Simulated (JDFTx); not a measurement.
Runs of JDFTx 1.7.0 (patched build) on Nb. The structure is cubic, space group Im-3m (No. 229). Conventional cell: a = 3.328 Å, b = 3.328 Å, c = 3.328 Å, α = 90.00°, β = 90.00°, γ = 90.00°. Nb (site symmetry m-3m) is surrounded by 8 Nb at 2.88 Å. 

```tsv
task	level	potentials or basis	cell	cutoff (eV)	local potential set to -Z/r beyond	SCF threshold on the energy	further solve for the empty bands	pseudo rcut	gap on the mesh (eV)	pressure (GPa)	V0 of scaled cells (Å³/atom)	relaxed volume (Å³/atom)	B0 (GPa)
relaxation of cell and atoms	PBE	SPMS-PBE-1.0 with smoothed tails	relaxed	1088	6 bohr	1e-09 Ha	no	6	none	0.0	-	18.23	-
single point	PBE	PseudoDojo-SR-PBE-0.5-standard	as given	1116	-	1e-08 Ha	yes	-	none	(b)	-	-	-
equation of state	r2SCAN	SG15-PBE-1.2	as given	1088	-	1e-09 Ha	-	-	-	-	18.11	-	182
equation of state	PBE	PseudoDojo-SR-PBE-0.5-standard	as given	1116	-	1e-08 Ha	-	-	-	-	18.24	-	171
single point	PBEsol	PseudoDojo-SR-PBEsol-0.4.1-standard with smoothed tails	as given	1116	6 bohr	1e-09 Ha	yes	6	none	-7.7	-	-	-
relaxation of cell and atoms	PBE	SG15-PBE-1.2 with smoothed tails	relaxed	1088	6 bohr	1e-09 Ha	no	6	none	0.0	-	18.19	-
relaxation of cell and atoms	PBE	PseudoDojo-SR-PBE-0.5-stringent with smoothed tails	relaxed	1116	6 bohr	1e-09 Ha	no	6	none	0.0	-	18.22	-
equation of state	PBE	PseudoDojo-SR-PBE-0.5-standard with smoothed tails	as given	1116	6 bohr	1e-09 Ha	-	6	-	-	18.23	-	171
equation of state	PBEsol	PseudoDojo-SR-PBEsol-0.4.1-standard with smoothed tails	as given	1116	6 bohr	1e-09 Ha	-	6	-	-	17.61	-	181
relaxation of cell and atoms	PBE	Ansatz-NC-SR-PBE with smoothed tails	relaxed	1116	6 bohr	1e-09 Ha	no	6	none	0.0	-	18.21	-
single point	PBE	PseudoDojo-SR-PBE-0.5-standard with smoothed tails	as given	1116	6 bohr	1e-09 Ha	yes	6	none	(a)	-	-	-
equation of state	PBEsol	PseudoDojo-SR-PBEsol-0.4.1-standard	as given	1116	-	1e-09 Ha	-	-	-	-	17.62	-	181
```

Alike in all rows: no spin polarisation; k mesh 11 × 11 × 11; smearing fermi-dirac 0.05 eV.

Problem. Fill in the values left out.

Solution. (a) -1.9; (b) -1.8.

Caveats: the potentials were made for another functional, which shifts forces and pressure (some runs).

A k mesh can miss the band edges, and the runs leave out spin-orbit coupling on Nb.

A gap of «none» marks a metal or a gap under the smearing width.

Not every run made on this cell is shown here.
